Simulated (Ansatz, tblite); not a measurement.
SnO: GFN1-xTB, run from Python

These are simulated results from tblite 0.8.0, not measurements. The cell was built from a prototype and was relaxed with r2SCAN in plane waves (Ansatz 0.2.0). Not every such cell is a known phase. All runs are without spin polarisation.

It is hexagonal, P6_3/mmc (No. 194); conventional cell a = 4.125 Å, c = 5.185 Å, 19.11 Å³ an atom. Sn has 5 O at 2.38–2.59 Å; O has 5 Sn at 2.38–2.59 Å.

tblite solves periodic systems at the zone centre alone, so the script builds a cluster of 3×3×2 conventional cells (72 atoms), which folds in a coarse mesh of k points.

Input script:

```python
import json
from ase import Atoms
from ase.build import make_supercell
from ase.units import Bohr, GPa, Hartree
from tblite.interface import Calculator

atoms = Atoms(['Sn', 'Sn', 'O', 'O'],
              cell=[[4.125499, -0.0, 0.0], [-2.06275, 3.572787, 0.0], [0.0, 0.0, 5.185403]],
              scaled_positions=[[0.333333, 0.666667, 0.25], [0.666667, 0.333333, 0.75], [0.666667, 0.333333, 0.25], [0.333333, 0.666667, 0.75]],
              pbc=True)
cluster = make_supercell(atoms, [[3, 0, 0], [0, 3, 0], [0, 0, 2]])
calc = Calculator('GFN1-xTB', cluster.numbers, cluster.positions / Bohr, lattice=cluster.cell[:] / Bohr, periodic=cluster.pbc)
calc.set('temperature', 0.02 / Hartree)
calc.set('max-iter', 150)
res = calc.singlepoint()
levels = res.get('orbital-energies') * Hartree
nv = round(res.get('orbital-occupations').sum() / 2)
cells = len(cluster) // len(atoms)
out = {'energy_per_cell': res.get('energy') * Hartree / cells, 'homo': levels[nv - 1], 'lumo': levels[nv],
       'stress': (-res.get('virial') * Hartree / cluster.get_volume() / GPa).tolist(), 'charges': res.get('charges')[:len(atoms)].tolist(), 'electrons': 2 * nv / cells}
json.dump(out, open('results.json', 'w'))
for key, value in out.items():
    print(key, value)
```

Command: `python run.py`. It took 2.3 s on 1 thread of Arm Neoverse V2, with other jobs on the host, peak memory 0.12 GiB.

What it printed:

```
------------------------------------------------------------
  cycle        total energy    energy error   density error
------------------------------------------------------------
      1     -254.5769289427  -2.5422023E+02   1.0192157E+00
      2     -262.9629332540  -8.3860043E+00   2.2478683E-01
      3     -262.9657477763  -2.8145223E-03   1.1333844E-01
      4     -262.9664750352  -7.2725895E-04   5.5754419E-03
      5     -262.9663020236   1.7301166E-04   5.3168768E-03
      6     -262.9666226551  -3.2063151E-04   2.5785529E-03
      7     -262.9667113042  -8.8649124E-05   2.1879839E-04
      8     -262.9667119426  -6.3834875E-07   2.1556907E-05
      9     -262.9667119489  -6.3778884E-09   2.1661337E-06
------------------------------------------------------------

 total:                                   1.772 sec
energy_per_cell -397.53826168895097
homo -13.631731760584067
lumo -10.66659954523776
stress [[-11.961318352158148, -0.0008136311308477806, 4.753067149201033e-06], [-0.0008136311308478087, -11.96225926421552, -2.744183932143995e-06], [4.753067149207372e-06, -2.744183931874828e-06, -20.78730414081306]]
charges [0.636036306238265, 0.6360341281184969, -0.6360358149912018, -0.6360351272928335]
electrons 20.0
```

The cycle table is in hartree for the whole cluster, and the lines after it are in eV (the energy for one cell). The printed stress is in GPa and positive in compression, and the pressure is its mean diagonal.

GFN1-xTB gives a gap of 2.97 eV. On the same cell, plane-wave PBE (Ansatz, 12×12×6 k points and the special points) gives a gap of 0.41 eV and r2SCAN a gap of 0.58 eV; on shared hosts these took about 8.1 and 21 core-seconds on the 4-atom cell, against 2.3 for the script. Spin-orbit coupling, left out in all these runs, can cut or reorder the gap by tenths of an eV, up to about 1 eV with Pb or Bi. xTB was fitted to molecules, so gaps, charges and pressures of solids can be far off, and the gap also depends on the size of the cluster.

The same script was run on cells scaled at fixed shape and fractional coordinates:

```tsv
volume (Å³/atom)	energy (meV/atom)	pressure (GPa, positive in compression)	gap (eV)
16.81	-129.2	-1.46	3.06
17.96	-88.3	-9.46	3.01
19.11	0.0	-14.90	2.97
20.25	120.7	-18.56	2.91
21.40	261.5	-20.19	2.84
```

The minimum lies beyond the smallest of these volumes.

xTB was fitted mostly to molecules, and a small cluster samples few k points, so gaps, pressures and kinks along a curve can be far from a solid's.

Spin-orbit coupling is left out, which matters wherever the heavy atoms make up the band edges.
